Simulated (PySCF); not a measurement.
All of these have the formula C7H6O. Computed, not measured: PySCF 2.14.0, density-fitted response routines, TDDFT wB97X-D/def2-SVPD, vertical, gas phase, core orbitals frozen in the response. Geometries: PBE0-D3(BJ)/def2-SVP; one conformer of each isolated species. Triplets are in the Tamm–Dancoff approximation.

A. `O=Cc1ccccc1`
B. `C=C1C=CC(=O)C=C1`
C. `C#CCC1=CC=CO1`

Lowest singlet levels (six at most, fewer where fewer were computed) with oscillator strengths:

1. 3.31 eV (f 0.000); 4.60 eV (f 0.003); 4.72 eV (f 0.624); 5.92 eV (f 0.001); 5.94 eV (f 0.020); 6.16 eV (f 0.000); T1 2.38 eV
2. 6.14 eV (f 0.284); 6.55 eV (f 0.006); 6.65 eV (f 0.005); 6.82 eV (f 0.001); 6.85 eV (f 0.003); 6.94 eV (f 0.002); T1 4.07 eV
3. 3.90 eV (f 0.000); 5.00 eV (f 0.019); 5.43 eV (f 0.250); 6.61 eV (f 0.263); 6.63 eV (f 0.000); 6.77 eV (f 0.479); T1 3.41 eV

Problem. Which spectrum belongs to which structure?

Solution. 1 = B, 2 = C, 3 = A.
- A: S1 at 3.90 eV, HOMO-1→LUMO (89%), HOMO-1→LUMO+3 (10%); Löwdin shares by element: HOMO carbon 74% or more (atoms not listed hold the other 26%); LUMO carbon 46% or more, oxygen 19% (atoms not listed hold the other 35%); HOMO -9.53 and LUMO -0.25 eV; point group Cs, 2 of its 6 listed states under f = 0.0005.
- B: S1 at 3.31 eV, HOMO-1→LUMO (92%); Löwdin shares by element: HOMO carbon 48% or more, oxygen 16% (atoms not listed hold the other 35%); LUMO carbon 45% or more, oxygen 15% (atoms not listed hold the other 39%); HOMO -8.98 and LUMO -1.11 eV; point group C2v, 2 of its 6 listed states under f = 0.0005.
- C: S1 at 6.14 eV, HOMO→LUMO (93%); Löwdin shares by element: HOMO carbon 80% or more (atoms not listed hold the other 20%); LUMO carbon 44% or more, oxygen 15% (atoms not listed hold the other 41%); HOMO -8.37 and LUMO 1.87 eV.
